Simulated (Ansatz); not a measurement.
Set up this calculation in Ansatz 0.2.0, as the native input.

| Quantity | Value |
| --- | --- |
| Task | relaxation of cell and atoms |
| Functional | r2SCAN |
| Potentials or basis | Ansatz PAW |
| Cutoff | 500 eV (not typed: the program's choice for these potentials) |
| k mesh | 10 × 10 × 6 |
| Occupations | fermi-dirac, width 0.05 eV |
| Spin | no spin polarisation |

TaN:

```
CELL_PARAMETERS angstrom
3.05000 0.00000 0.00000
-1.52500 2.64138 0.00000
0.00000 0.00000 4.94000
ATOMIC_POSITIONS crystal
Ta 0.33333 0.66667 0.00000
Ta 0.66667 0.33333 0.50000
N 0.33333 0.66667 0.38500
N 0.66667 0.33333 0.88500
```

These files were run (other wordings do the same):

input.yaml

```yaml
crystal:
  lattice:
    - [3.05000204, 0.0, 0.0]
    - [-1.52500102, 2.64137925, 0.0]
    - [0.0, 0.0, 4.94000153]
  atoms:
    - { symbol: Ta, position: [0.3333333333, 0.6666666667, 0.0] }
    - { symbol: Ta, position: [0.6666666667, 0.3333333333, 0.5] }
    - { symbol: "N", position: [0.3333333333, 0.6666666667, 0.385] }
    - { symbol: "N", position: [0.6666666667, 0.3333333333, 0.885] }
hamiltonian:
  xc: r2scan
  pseudopotentials: { kind: paw }
kpoints:
  mp_grid: { grid: [10, 10, 6] }
scf:
  occupations: { method: fermi_dirac, width: 0.05 }
output:
  forces: true
  stress: true
  eigenvalues: true
relax:
  f_tol: 0.01
  max_steps: 40
  cell: { stress_tol: 0.05 }
```

Potentials or basis: Ansatz PAW.

Run with:

```console
$ ansatz run input.yaml --threads 2 --pin off --max-ram 5632MiB --backend cpu --events-out ev --progress --plain --runs-dir out
```

It gave:

- Relaxed volume: 12.95 Å³/atom
- Relaxed cell: a = 3.136 Å, b = 3.136 Å, c = 6.082 Å, α = 90.00°, β = 90.00°, γ = 120.00°
- Space group after relaxing (to 0.05 Å): P6_3mc (No. 186)
- Energy gained by relaxing: 1350.0 meV/atom
- Ionic steps: 13
- Pressure after relaxing: 0.0 GPa
- Band gap on the k mesh: none (metal or under the smearing width)

Caveat: the volume moved by over 15 % at a fixed basis, so the end points are rough; the plane-wave basis is chosen anew once the cell has moved, so the energies of steps on either side of that aren't comparable; the PAW data sets come from PBE, with cores solved anew for the run's functional, which leaves a small shift of forces and pressure.

Wall time 63 s on 2 threads of Arm Neoverse V2 (shared host), peak memory 0.5 GiB.
